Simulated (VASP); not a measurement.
# Ru (Im-3m) in VASP: single point with PBE

Aim: the single point of Ru with PBE.

Everything below comes from runs of VASP 6.6.1. Logs are shortened: lines on timing, memory, paths and dates and some standing lists are left out, and cuts for length are marked.

**1. The structure**

It takes space group Im-3m (No. 229, cubic). Conventional cell: a = 3.054 Å, b = 3.054 Å, c = 3.054 Å, α = 90.00°, β = 90.00°, γ = 90.00°. Ru (site symmetry m-3m) is surrounded by 8 Ru at 2.64 Å.

The cell was built by a generator and needn't be a form met in nature.

**2. Single point, PBE, non-collinear spin, zero start, spin-orbit coupling**

The input, INCAR:

```
ALGO = Normal
EDIFF = 1E-7
ENCUT = 520
GGA = PE
GGA_COMPAT = False
ISIF = 2
ISMEAR = 0
LASPH = True
LCHARG = False
LMAXMIX = 4
LORBIT = 11
LORBMOM = True
LREAL = False
LSORBIT = True
LWAVE = False
MAGMOM = 0 0 0
NBANDS = 25
NELM = 150
PREC = Accurate
SIGMA = 0.05
```

The input, KPOINTS:

```
k-points
0
Gamma
  20 20 20
```

The input, POSCAR:

```
Ru
1.0
   -1.5270154378      1.5270154378      1.5270154378
    1.5270154378     -1.5270154378      1.5270154378
    1.5270154378      1.5270154378     -1.5270154378
Ru
1
Direct
    0.0000000000      0.0000000000      0.0000000000
```

Potentials or basis: VASP PAW PBE potentials, release 64 (Ru_pv).

The run is started by

```console
> cat potpaw_PBE.64/Ru_pv/POTCAR > POTCAR
> mpirun -np 1 vasp_ncl > vasp.out
```

OUTCAR:

```text
EDIFF = 1E-7
   ENCUT = 520
   GGA = PE
   ISIF = 2
   ISMEAR = 0
   LASPH = True
   LORBIT = 11
   LREAL = False
   LSORBIT = True
   NELM = 150
   PREC = Accurate

 ion  position               nearest neighbor table
   1  0.000  0.000  0.000-

  LATTYP: Found a body centered cubic cell.
 ALAT       =     3.0540308756

  Lattice vectors:

 A1 = (  -1.5270154378,   1.5270154378,   1.5270154378)
 A2 = (   1.5270154378,  -1.5270154378,   1.5270154378)
 A3 = (   1.5270154378,   1.5270154378,  -1.5270154378)

Analysis of symmetry for initial positions (statically):
=====================================================================
 Subroutine PRICEL returns:
 Original cell was already a primitive cell.

 Routine SETGRP: Setting up the symmetry group for a
 body centered cubic supercell.

 Subroutine GETGRP returns: Found 48 space group operations
 (whereof 48 operations were pure point group operations)
 out of a pool of 48 trial point group operations.

The static configuration has the point symmetry O_h .

Analysis of symmetry for dynamics (positions and initial velocities):
=====================================================================
 Subroutine PRICEL returns:
 Original cell was already a primitive cell.

 Routine SETGRP: Setting up the symmetry group for a
 body centered cubic supercell.

 Subroutine GETGRP returns: Found 48 space group operations
 (whereof 48 operations were pure point group operations)
 out of a pool of 48 trial point group operations.

The dynamic configuration has the point symmetry O_h .

Analysis of structural, dynamic, and magnetic symmetry:
=====================================================================
 Subroutine PRICEL returns:
 Original cell was already a primitive cell.

 Routine SETGRP: Setting up the symmetry group for a
 body centered cubic supercell.

 Subroutine GETGRP returns: Found 48 space group operations
 (whereof 48 operations were pure point group operations)
 out of a pool of 48 trial point group operations.

The overall configuration has the point symmetry O_h .

 Subroutine INISYM returns: Found 48 space group operations
 (whereof 48 operations are pure point group operations),
 and found     1 'primitive' translations

----------------------------------------------------------------------------------------

                                     Primitive cell

  volume of cell :      14.2426

  direct lattice vectors                    reciprocal lattice vectors
    -1.527015438  1.527015438  1.527015438     0.000000000  0.327436113  0.327436113
     1.527015438 -1.527015438  1.527015438     0.327436113  0.000000000  0.327436113
     1.527015438  1.527015438 -1.527015438     0.327436113  0.327436113  0.000000000

  length of vectors
     2.644868322  2.644868322  2.644868322     0.463064592  0.463064592  0.463064592

  position of ions in fractional coordinates (direct lattice)
     0.000000000  0.000000000  0.000000000

  ion indices of the primitive-cell ions
   primitive index   ion index
                 1           1

----------------------------------------------------------------------------------------

 KPOINTS: k-points

Automatic generation of k-mesh.
 Grid dimensions read from file:
 generate k-points for:   20   20   20

 Generating k-lattice:

  Cartesian coordinates                     Fractional coordinates (reciprocal lattice)
     0.000000000  0.016371806  0.016371806     0.050000000  0.000000000  0.000000000
     0.016371806  0.000000000  0.016371806     0.000000000  0.050000000  0.000000000
     0.016371806  0.016371806  0.000000000     0.000000000  0.000000000  0.050000000

  Length of vectors
     0.023153230  0.023153230  0.023153230

  Shift w.r.t. Gamma in fractional coordinates (k-lattice)
     0.000000000  0.000000000  0.000000000

 Subroutine IBZKPT returns following result:
 ===========================================

 Found    256 irreducible k-points:

 Following reciprocal coordinates:
            Coordinates               Weight
  0.000000  0.000000  0.000000      1.000000
  0.050000  0.000000  0.000000     12.000000
  0.100000  0.000000  0.000000     12.000000
  0.150000  0.000000  0.000000     12.000000
  0.200000  0.000000  0.000000     12.000000
  0.250000  0.000000  0.000000     12.000000
[... 16 lines left out ...]
  0.200000  0.100000  0.000000     48.000000
  0.250000  0.100000  0.000000     48.000000
 [... further k-points ...]
   k-points           NKPTS =    256   k-points in BZ     NKDIM =    256   number of bands    NBANDS=     25
   number of dos      NEDOS =    301   number of ions     NIONS =      1
   total plane-waves  NPLWV =   8000
   dimension x,y,z NGX =    20 NGY =   20 NGZ =   20
   dimension x,y,z NGXF=    40 NGYF=   40 NGZF=   40
   ions per type =               1
   NGX,Y,Z   is equivalent  to a cutoff of  12.57, 12.57, 12.57 a.u.
   NGXF,Y,Z  is equivalent  to a cutoff of  25.14, 25.14, 25.14 a.u.
 SYSTEM =  unknown system
   PREC   = accura    normal or accurate (medium, high low for compatibility)
   ISTART =      0    job   : 0-new  1-cont  2-samecut
   ICHARG =      2    charge: 1-file 2-atom 10-const
   ISPIN  =      1    spin polarized calculation?
   LNONCOLLINEAR =      T non collinear calculations
   LSORBIT =      T    spin-orbit coupling
   LASPH  =      T    aspherical Exc in radial PAW
   ENCUT  =  520.0 eV  38.22 Ry    6.18 a.u.   4.92  4.92  4.92*2*pi/ulx,y,z
   NELM   =    150;   NELMIN=  2; NELMDL= -5     # of ELM steps
   EDIFF  = 0.1E-06   stopping-criterion for ELM
   LREAL  =      F    real-space projection
   EDIFFG = 0.1E-05   stopping-criterion for IOM
   NSW    =      0    number of steps for IOM
   IBRION =     -1    ionic relax: 0-MD 1-quasi-New 2-CG
   NFREE  =      0    steps in history (QN), initial steepest desc. (CG)
   ISIF   =      2    stress and relaxation
   ISYM   =      2    0-nonsym 1-usesym 2-fastsym
   POTIM  = 0.5000    time-step for ionic-motion
   TEBEG  =    0.0;   TEEND  =   0.0 temperature during run
   PSTRESS=    0.0 pullay stress
   NELECT =      14.0000    total number of electrons
   NUPDOWN=      -1.0000    fix difference up-down
   EMIN   =  10.00;   EMAX   =-10.00  energy-range for DOS
   EFERMI =   0.00;   METHOD = LEGACY
   ISMEAR =     0;   SIGMA  =   0.05  broadening in eV -4-tet -1-fermi 0-gaus
   EFERMI_NEDOS =   21; number of points for ismear=-14 and -15
   IALGO  =     38    algorithm
   IMIX   =      4    mixing-type and parameters
     AMIX     =   0.40;   BMIX     =  1.00
     AMIX_MAG =   1.60;   BMIX_MAG =  1.00
  volume/ion in A,a.u.               =      14.24        96.11
  Fermi-wavevector in a.u.,A,eV,Ry     =   1.627749  3.075999 36.049542  2.649567
  Thomas-Fermi vector in A             =   2.720493
   LORBIT       =     11    0 simple, 1 ext, 2 COOP (PROOUT), +10 PAW based schemes
   GGA     = PE    functional components
   LHFCALC =     F    Hartree Fock is set to
   AEXX    =    0.0000 exact exchange contribution
   IVDW    =     0    specifies the selected vdW correction
   LEPSILON=     F    determine dielectric tensor
   LRPA    =     F    only Hartree local field effects (RPA)
 Gauss-broadening in eV      SIGMA  =   0.05
  energy-cutoff  :      520.00
  volume of cell :       14.24
 maximum number of plane-waves:       796
   NGX =  9   NGY =  9   NGZ =  9

 number of electron      14.0000005 magnetization      -0.0000000      0.0000000      0.0000000

 number of electron      14.0000005 magnetization      -0.0000000      0.0000000     -0.0000000

 number of electron      14.0000005 magnetization      -0.0000000     -0.0000000     -0.0000000

 number of electron      14.0000005 magnetization       0.0000000      0.0000000      0.0000000

 Free energy of the ion-electron system (eV)
  ---------------------------------------------------
  ext. energy  EPLUGINS =         0.00000000
  ---------------------------------------------------
  free energy    TOTEN  =        -8.74661480 eV

  energy without entropy =       -8.74396122  energy(sigma->0) =       -8.74528801

 E-fermi :  12.1343     XC(G=0): -13.8124

 val. band max:       12.1293808289   @ k =   0.4000   0.0500  -0.0000
 cond. band min:      12.1376225955   @ k =   0.3000   0.3000   0.0000
 fundamental gap:      0.0082417667
 Fermi energy:        12.1342987280

 k-point     1 :       0.0000    0.0000    0.0000
  band No.  band energies     occupation
      1     -32.6751      1.00000
      2     -32.6751      1.00000
      3     -29.3049      1.00000
      4     -29.3049      1.00000
      5     -29.3049      1.00000
      6     -29.3049      1.00000
[... 17 lines left out ...]
     24      29.2737      0.00000
     25      29.2737      0.00000

 k-point     2 :       0.0500    0.0000    0.0000
  band No.  band energies     occupation
      1     -32.6840      1.00000
      2     -32.6840      1.00000
      3     -29.3239      1.00000
      4     -29.3239      1.00000
      5     -29.3087      1.00000
      6     -29.3087      1.00000
[... 17 lines left out ...]
     24      29.3870      0.00000
     25      29.4407      0.00000

 k-point     3 :       0.1000    0.0000    0.0000
  band No.  band energies     occupation
      1     -32.7100      1.00000
      2     -32.7100      1.00000
      3     -29.3782      1.00000
      4     -29.3782      1.00000
      5     -29.3196      1.00000
      6     -29.3196      1.00000
[... 552 lines left out ...]
 k-point    23 :       0.2000    0.1000    0.0000
  band No.  band energies     occupation
      1     -32.8813      1.00000
      2     -32.8813      1.00000
      3     -29.6954      1.00000
      4     -29.6954      1.00000
      5     -29.4000      1.00000
      6     -29.4000      1.00000
[... 17 lines left out ...]
     24      28.7054      0.00000
     25      32.2926      0.00000

 k-point    24 :       0.2500    0.1000    0.0000
  band No.  band energies     occupation
      1     -32.9388      1.00000
      2     -32.9388      1.00000
      3     -29.7930      1.00000
      4     -29.7930      1.00000
      5     -29.4254      1.00000
      6     -29.4254      1.00000
[... 17 lines left out ...]
     24      27.8979      0.00000
     25      32.5770      0.00000

 [... further k-points ...]

------------------------ aborting loop because EDIFF is reached ----------------------------------------

  FORCE on cell =-STRESS in cart. coord.  units (eV):
  Direction    XX          YY          ZZ          XY          YZ          ZX
  --------------------------------------------------------------------------------------
  -------------------------------------------------------------------------------------
  Total        0.0001307      0.0001307      0.0001307      0.0000000     -0.0000000      0.0000000
  in kB        0.0147022      0.0147022      0.0147022      0.0000000     -0.0000000      0.0000000
  external PRESSURE =       0.0147022 kB  Pullay stress =       0.0000000 kB

 VOLUME and BASIS-vectors are now :
 -----------------------------------------------------------------------------
  energy-cutoff  :      520.00
  volume of cell :       14.24
      direct lattice vectors                 reciprocal lattice vectors
    -1.527015438  1.527015438  1.527015438     0.000000000  0.327436113  0.327436113
     1.527015438 -1.527015438  1.527015438     0.327436113  0.000000000  0.327436113
     1.527015438  1.527015438 -1.527015438     0.327436113  0.327436113  0.000000000

 POSITION                                       TOTAL-FORCE (eV/Angst)
 -----------------------------------------------------------------------------------
      0.00000      0.00000      0.00000        -0.000000     -0.000000     -0.000000
 -----------------------------------------------------------------------------------
    total drift:                                0.000000     -0.000000     -0.000000

  FREE ENERGIE OF THE ION-ELECTRON SYSTEM (eV)
  ---------------------------------------------------
  free  energy   TOTEN  =        -8.7466148039 eV

  energy  without entropy=       -8.7439612249  energy(sigma->0) =       -8.74528801

 orbital moment (x)

 # of ion     p       d       tot
 ----------------------------------------
  1         0.000  -0.000  -0.000
 ----------------------------------------
            0.000  -0.000  -0.000

 orbital moment (y)

 # of ion     p       d       tot
 ----------------------------------------
  1         0.000   0.000   0.000
 ----------------------------------------
            0.000   0.000   0.000

 orbital moment (z)

 # of ion     p       d       tot
 ----------------------------------------
  1         0.000   0.000   0.000
 ----------------------------------------
            0.000   0.000   0.000

 Spin-Orbit-Coupling matrix elements

 Ion:    1  E_soc:     -0.2799211
 l=   1
     0.0000000    -0.0363539    -0.0363539
    -0.0363539     0.0000000    -0.0363539
    -0.0363539    -0.0363539     0.0000000
 l=   2
     0.0000000    -0.0011100     0.0000000    -0.0011100    -0.0091896
    -0.0011100     0.0000000    -0.0068922    -0.0011100    -0.0022974
     0.0000000    -0.0068922     0.0000000    -0.0068922     0.0000000
    -0.0011100    -0.0011100    -0.0068922     0.0000000    -0.0022974
    -0.0091896    -0.0022974     0.0000000    -0.0022974     0.0000000
 l=   3
     0.0000000     0.0000000     0.0000000     0.0000000     0.0000000     0.0000000     0.0000000
     0.0000000     0.0000000     0.0000000     0.0000000     0.0000000     0.0000000     0.0000000
     0.0000000     0.0000000     0.0000000     0.0000000     0.0000000     0.0000000     0.0000000
     0.0000000     0.0000000     0.0000000     0.0000000     0.0000000     0.0000000     0.0000000
     0.0000000     0.0000000     0.0000000     0.0000000     0.0000000     0.0000000     0.0000000
     0.0000000     0.0000000     0.0000000     0.0000000     0.0000000     0.0000000     0.0000000
     0.0000000     0.0000000     0.0000000     0.0000000     0.0000000     0.0000000     0.0000000

 total charge

# of ion       s       p       d       tot
------------------------------------------
    1        0.381   6.274   5.931  12.586

 magnetization (x)

# of ion       s       p       d       tot
------------------------------------------
    1        0.000   0.000   0.000   0.000

 magnetization (y)

# of ion       s       p       d       tot
------------------------------------------
    1        0.000   0.000   0.000   0.000

 magnetization (z)

# of ion       s       p       d       tot
------------------------------------------
    1       -0.000   0.000  -0.000  -0.000
```

It took 3.5 min on 1 thread of AMD EPYC 7R43 (Zen 3), shared host; peak memory 0.21 GiB.

What came out:

| Quantity | Value |
| --- | --- |
| Free energy | -8.7466 eV |
| Pressure | 0.0 GPa |
| Net moment | 0.00 μB per cell |
| Valence electrons inside the program's atomic spheres | Ru 12.59 |

Moments on the atoms (μB; x, y, z):
```
Ru  0.00 0.00 0.00
```
